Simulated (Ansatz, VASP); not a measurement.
# BN (Qingsongite) in VASP and in Ansatz

File INCAR:

```
PREC     = Accurate       # precision mode
ENCUT    = 520            # plane-wave cutoff, eV
EDIFF    = 1E-6           # SCF threshold, eV
ISMEAR   = 1              # smearing method
SIGMA    = 0.05           # smearing width, eV
LREAL    = False          # projectors in reciprocal space
LASPH    = True           # aspherical terms in the spheres
NELM     = 80             # most SCF steps
ALGO     = Normal         # electronic algorithm
ISIF     = 2              # what is computed and relaxed
LWAVE    = False          # write WAVECAR
LCHARG   = False          # write CHGCAR
GGA      = PE             # functional
IVDW     = 13             # dispersion correction
NBANDS   = 11             # bands
```

The input KPOINTS:

```
regular mesh
0
Gamma
  6 6 6
```

File POSCAR:

```
BN
1.0
    0.0000000000      1.8105074931      1.8105074931
    1.8105074931      0.0000000000      1.8105074931
    1.8105074931      1.8105074931      0.0000000000
B N
1 1
Direct
    0.0174100000      0.9862100000      0.9912500000
    0.2598000000      0.2581500000      0.2401100000
```

Input for Ansatz:

```yaml
crystal:
  lattice:
    - [0.0, 1.8105074930671068, 1.8105074930671068]
    - [1.8105074930671068, 0.0, 1.8105074930671068]
    - [1.8105074930671068, 1.8105074930671068, 0.0]
  atoms:
    - { symbol: B, position: [0.01741, 0.98621, 0.99125] }
    - { symbol: "N", position: [0.2598, 0.25815, 0.24011] }
basis:
  ecutwfc: 540.0
  xc_grid: 2
kpoints:
  mp_grid:
    grid: [6, 6, 6]
hamiltonian:
  xc: pbe
  dispersion: d4
scf:
  convergence:
    dr2_threshold: 1.0e-09
  occupations:
    method: methfessel_paxton
    width: 0.05
output:
  forces: true
  stress: true
```

Alike in both runs: task single point; functional PBE; dispersion D4; k mesh 6 × 6 × 6; occupations methfessel-paxton of order 1, width 0.05 eV; no spin polarisation.

|  | VASP | Ansatz |
| --- | --- | --- |
| version | VASP 6.6.1 | Ansatz 0.2.0 |
| potentials or method | VASP PAW PBE potentials, release 64 (B, N) | plane waves, PAW |
| plane-wave cutoff (eV) | 520 | 540 |
| valence electrons in the cell | 8 | 8 |

|  | VASP | Ansatz | Ansatz less VASP |
| --- | --- | --- | --- |
| pressure (GPa) | -3.4 | -3.6 | -0.21 |
| largest component of the traceless stress (GPa) | 1.09 | 1.01 | -0.080 |
| rms of the force components (eV/Å) | 0.723 | 0.721 | -0.0028 |
| dispersion energy (meV/atom) | -237.2 | -237.3 | -0.05 |

Atom by atom the forces differ by 0.003 eV/Å (rms over components). Ansatz warned: «stress_scf_threshold_loose».

Caveats: the k mesh is coarse (spacing up to 0.50 Å⁻¹), so the values aren't converged; forces of over 1 eV/Å show positions far from the minimum, so gaps and moduli don't describe the material at rest. A k mesh can miss the band edges.
